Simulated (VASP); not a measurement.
Input of a VASP 6.6.1 run:

Contents of INCAR:

```
SYSTEM = SiNi20
PREC = Accurate
ENCUT = 520
EDIFF = 1E-6
ISMEAR = 1
SIGMA = 0.1
LREAL = .FALSE.
LASPH = .TRUE.
NELM = 120
ALGO = Normal
ISIF = 2
LWAVE = .FALSE.
LCHARG = .FALSE.
ISPIN = 2
MAGMOM = 0 1 1 1 1 1 1 1 1 1 1 1 1 1 1 1 1 1 1 1 1
LORBIT = 11
LMAXMIX = 4
GGA = PE
IBRION = 2
NSW = 40
EDIFFG = -0.02
KPAR = 8
```

KPOINTS

```
Automatic mesh
0
G
  9 9 1
  0 0 0
```

POSCAR

```
SiNi20
1.0
    3.7377664454      2.1580004634      0.0000000000
   -3.7377664454      2.1580004634      0.0000000000
    0.0000000000      0.0000000000     25.2074940917
Si Ni
1 20
Selective dynamics
Direct
    0.3333333333      0.3333333333      0.5807133919  T T T
    0.0000000000      0.0000000000      0.2578598244  F F F
    0.3333333333      0.6666666667      0.2578598244  F F F
    0.6666666667      0.3333333333      0.2578598244  F F F
    0.3333333333      0.3333333333      0.3385732163  F F F
    0.6666666667      0.0000000000      0.3385732163  F F F
    1.0000000000      0.6666666667      0.3385732163  F F F
    0.3333333333      0.0000000000      0.4192866081  T T T
    0.6666666667      0.6666666667      0.4192866081  T T T
    0.0000000000      0.3333333333      0.4192866081  T T T
    0.0000000000      0.0000000000      0.5000000000  T T T
    0.3333333333      0.6666666667      0.5000000000  T T T
    0.6666666667      0.3333333333      0.5000000000  T T T
    0.6666666667      0.0000000000      0.5807133919  T T T
    1.0000000000      0.6666666667      0.5807133919  T T T
    0.3333333333      0.0000000000      0.6614267837  T T T
    0.6666666667      0.6666666667      0.6614267837  T T T
    0.0000000000      0.3333333333      0.6614267837  T T T
    0.0000000000      0.0000000000      0.7421401756  T T T
    0.3333333333      0.6666666667      0.7421401756  T T T
    0.6666666667      0.3333333333      0.7421401756  T T T
```

Potentials or basis: VASP PAW PBE potentials, release 64 (Si, Ni).

Launch:

```sh
$ cat potpaw_PBE.64/Si/POTCAR potpaw_PBE.64/Ni/POTCAR > POTCAR
$ mpirun -np 8 vasp_std > vasp.out
```

(1) Estimate the band gap on the k mesh.

(2) What does it give for the net moment?

Results:

(1) none (metal or under the smearing width).

(2) 11.32 μB per cell.
